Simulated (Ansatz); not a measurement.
An element in the sc structure gives these cold pressures by all-electron LAPW under PBE (Ansatz 0.2.0, scalar-relativistic, no spin polarisation).

```tsv
V (Å³/atom)	P (GPa)
20.82	-0.04
19.16	7.04
17.49	19.12
15.82	39.9
14.16	76.4
12.49	142.5
10.83	267.2
9.37	475.2
```

(1) Which element is it?

Answers

(1) Ag. Its zero-pressure volume in this structure is near 20.8 Å³/atom; the volume and the steepness of P(V) together point to it, though neighbours can come close. This is the case that was computed; others weren't tested.
